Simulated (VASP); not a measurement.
Na: single point with PBE

The system is Na.

```
Na
1.0
     3.78999    0.00000    0.00000
    -1.89499    3.28222    0.00000
     0.00000    0.00000    5.95644
Na
2
Direct
  0.33333 0.66667 0.75000
  0.66667 0.33333 0.25000
```

The cell was built by a generator and needn't be a form met in nature.

- Program: VASP 6.6.1
- Task: single point
- Functional: PBE
- Potentials or basis: VASP PAW PBE potentials, release 64 (Na_pv)
- Cutoff: 520 eV
- k mesh: 6 × 6 × 4
- Occupations: gaussian, width 0.05 eV
- Spin: no spin polarisation
- Dipole correction: no
- Further INCAR settings: ALGO = Normal; EDIFF = 1e-06; NBANDS = 14

```yaml
Pressure: 0.0 GPa
Band_gap_on_the_k_mesh: none (metal or under the smearing width)
```

Levels at points of the mesh, in eV from the Fermi level:
| k point | band 4 | band 5 | band 6 | band 7 | band 8 | band 9 | band 10 | band 11 |
| --- | --- | --- | --- | --- | --- | --- | --- | --- |
| (0.00, 0.00, 0.00) | -24.67 | -24.67 | -24.67 | -3.06 | 0.96 | 1.42 | 9.89 | 9.89 |
| (0.50, 0.00, 0.00) | -24.69 | -24.68 | -24.68 | 0.39 | 0.49 | 4.17 | 4.18 | 4.75 |
| (0.00, 0.00, 0.50) | -24.68 | -24.68 | -24.68 | -1.97 | -1.97 | 6.18 | 6.18 | 10.52 |
| (0.50, 0.00, 0.50) | -24.68 | -24.68 | -24.68 | 1.25 | 1.25 | 1.72 | 1.72 | 7.91 |

Run time: 22 s on 1 thread of Intel(R) Xeon(R) Platinum 8559C (Emerald Rapids), on a shared host, peak memory 0.18 GiB.
